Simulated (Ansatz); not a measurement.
# BaS: properties at the relaxed cell

One table from this session's results is given with a row withheld; the runs are named, their logs left out.

Program: Ansatz 0.2.0. Level of theory: DFT PBE, scalar-relativistic, plane waves, PAW. These are calculated values, not measurements.

1 further run of the same task is left out (set aside as unsound or not needed).

## The starting structure

Symmetry: Fm-3m, No. 225, cubic system. Conventional cell: a = 6.429 Å, b = 6.429 Å, c = 6.429 Å, α = 90.00°, β = 90.00°, γ = 90.00°. Ba (site symmetry m-3m) is surrounded by 6 S at 3.21 Å. Around S (site symmetry m-3m) lie 6 Ba at 3.21 Å.

Coordinates:

```
CELL_PARAMETERS angstrom
0.00000 3.21439 3.21439
3.21439 0.00000 3.21439
3.21439 3.21439 0.00000
ATOMIC_POSITIONS crystal
Ba 0.00000 0.00000 0.00000
S 0.50000 0.50000 0.50000
```

It is the result of an earlier relaxation at this level (volume 33.21 Å³/atom; gap on the mesh: 2.23 eV).

The first run:

Input file input.yaml:

```yaml
crystal:
  lattice:
    - [0.0, 3.2143926808, 3.2143926808]
    - [3.2143926808, 0.0, 3.2143926808]
    - [3.2143926808, 3.2143926808, 0.0]
  atoms:
    - { symbol: Ba, position: [0.0, 0.0, 0.0] }
    - { symbol: S, position: [0.5, 0.5, 0.5] }
basis:
  ecutwfc: 420
kpoints:
  mp_grid: { grid: [8, 8, 8] }
  band_path:
    path:
      - [[0.0, 0.0, 0.0], [0.5, 0.0, 0.5], [0.625, 0.25, 0.625]]
      - [[0.375, 0.375, 0.75], [0.0, 0.0, 0.0], [0.5, 0.5, 0.5], [0.5, 0.25, 0.75], [0.5, 0.0, 0.5]]
    npoints: 14
hamiltonian:
  xc: pbe
scf:
  occupations: { method: gaussian, width: 0.02 }
  n_extra_bands: 6
output:
  forces: true
  stress: true
  eigenvalues: true
  populations: true
  dos: { projected: true, de: 0.02, nscf_kmesh: { grid: [12, 12, 12] } }
  bader: true
  write_density: true
  write_potential: true
  elf: true
  volumetric_format: npy
```

Command:

```console
$ ansatz run input.yaml --threads 1 --pin off --max-ram 2560MiB --backend cpu --events-out ev --progress --plain --runs-dir out
```

Among the steps run: Electronic structure at the relaxed geometry; Seeking the band edges over the whole zone; Eigenvalues a small step from each edge; Back to the database's cell; The cell scaled to 0.97 of its volume; The cell scaled to 1.03 of its volume; The cell scaled to 0.94 of its volume; Point at V/V0 = 1.06; Point at V/V0 = 0.91; Volume × 1.10; The cell scaled to 0.88 of its volume.

One of the session's tables, all rows but one given; the rest of the session is left out.

It belongs to the step «Fit of the equation of state». 

| volume (Å³/atom) | energy above the lowest point (meV/atom) | pressure (GPa) | gap on the mesh (eV) |
| --- | --- | --- | --- |
| 29.227 | 78.3 | 7.08 | 2.01 |
| 30.223 | 41.4 | 4.85 | 2.08 |
| 31.219 | 17.3 | 2.96 | 2.14 |
| 32.216 | 4.1 | 1.35 | 2.19 |
| 33.212 | 0.0 | -0.01 | 2.23 |
| 34.208 | ? | ? | ? |
| 35.205 | 14.1 | -2.14 | 2.30 |
| 36.533 | 36.5 | -3.22 | 2.34 |

**Question.** Estimate the row for volume (Å³/atom) = 34.208.

Worked estimate for «energy above the lowest point (meV/atom)». A straight line through the neighbours (33.212, 0.0) and (35.205, 14.1) gives 0.0 + (14.1 − 0.0) × (34.208 − 33.212) / (35.205 − 33.212) = 7.0; a parabola fitted to 4 rows on both sides gives 3.9.

**Answer.** energy above the lowest point (meV/atom): 3.7; pressure (GPa): -1.16; gap on the mesh (eV): 2.27. In «energy above the lowest point (meV/atom)» the line misses by +3.3 and the parabola by +0.2.
